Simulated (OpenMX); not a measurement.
Runs of OpenMX 3.8.5 on CdSe (Cadmoselite). The structure is hexagonal, space group P6_3mc (No. 186). The conventional cell has a = 4.300 Å, b = 4.300 Å, c = 7.020 Å, α = 90.00°, β = 90.00°, γ = 120.00°. Around Cd (site symmetry 3m) lie 4 Se at 2.61 to 2.70 Å. Se (site symmetry 3m) has 4 Cd at 2.61 to 2.70 Å as nearest neighbours. 

```csv
task,level,spin,SCF threshold,gap on the mesh (eV),pressure (GPa),moment (μB),largest force (eV/Å)
band structure,PBE,"non-collinear, zero start",1e-07 Ha,0.89,-,0.00,0.33
single point,PBE+D4,off,1e-08 Ha,0.89,1.6,-,0.34
single point,PBE+D3,off,1e-08 Ha,0.89,1.5,-,0.33
single point,PBE+D3(BJ),off,1e-08 Ha,0.89,1.6,-,0.34
band structure,PBE,"non-collinear, zero start, SOC",1e-07 Ha,0.77,-,0.00,0.33
single point,PBE,off,1e-08 Ha,0.89,(a),-,0.33
```

Alike in all rows: potentials or basis OpenMX 2013 PBE set, Cd7.0-s3p2d2, Se7.0-s3p2d2, grid cutoff 500 Ry; cell as given; k mesh 5 × 5 × 3; smearing fermi-dirac 0.05 eV.

**Question.** Estimate the missing entries.

**Answer.** (a) 3.6.

Caveats: the basis of atomic orbitals isn't converged, which shifts pressures, moduli and gaps; total energies with and without spin-orbit coupling shouldn't be compared in this program (some runs).

A k mesh can miss the band edges, and rows without SOC leave out spin-orbit coupling on Cd, Se.
